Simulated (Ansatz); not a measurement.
# Levels of theory on BN (COD cell start)

**What was measured.**

From “Equation of state of cubic boron nitride at high pressures and temperatures”, 2007, arxiv:cond-mat/0702656, for a bulk crystal of BN at 295 K: lattice constant a 3.6152 ± 0.0002 Å.

How close the calculation comes is told at the end.

The compound was started in one structure type and brought to zero pressure at each level (plane-wave PAW code Ansatz, Gaussian smearing of 0.05 eV, scalar-relativistic unless SOC, spin–orbit coupling, is named).

The start was a cell as deposited in COD.

The cell at PBE (neighbours within 15 % of each site's shortest distance, so a longer bond may be listed from one end only): Symmetry: F-43m, No. 216, cubic system. The conventional cell has a = 3.625 Å, b = 3.625 Å, c = 3.625 Å, α = 90.00°, β = 90.00°, γ = 90.00°. B (site symmetry -43m) is surrounded by 4 N at 1.57 Å. Around N (site symmetry -43m) lie 4 B at 1.57 Å.

```csv
level,cutoff (eV),k-mesh,final group,a (Å),V (Å³/atom),gap (eV),B0 (GPa),E_f (eV/atom)
PBE,420,16×16×16,F-43m,3.625,5.95,4.46,371,-1.17
```

What does r²SCAN (500 eV, 12×12×12 mesh) give?

final group F-43m, a (Å) 3.610, V (Å³/atom) 5.88, gap (eV) 5.00, E_f (eV/atom) -1.32.

Volumes against PBE: r²SCAN −1.3 %. r²SCAN widens the gap by 0.54 eV over PBE, as meta-GGAs in the generalised Kohn–Sham scheme often do. The formation energy spans 0.15 eV/atom over the functionals (r²SCAN lowest, PBE highest); the spread holds the functional's effect on the elements as well as on the compound.

Measured a = 3.6152 Å (295 K; “Equation of state of cubic boron nitride at high pressures and temperatures”, 2007, arxiv:cond-mat/0702656); the levels miss it by +0.3 % (PBE), −0.2 % (r²SCAN). The calculated cells are static, while the measured one holds zero-point and thermal expansion, usually some tenths of a per cent in a lattice constant.

The PAW datasets are PBE ones. Gaps are (generalised) Kohn–Sham gaps. E_f is the formation energy from the elements run alike, at 0 K, without zero-point energy or any correction for the binding of gas molecules; it is good to about 0.01 eV/atom as a calculation.

All runs used the PAW datasets of the set soft_2.
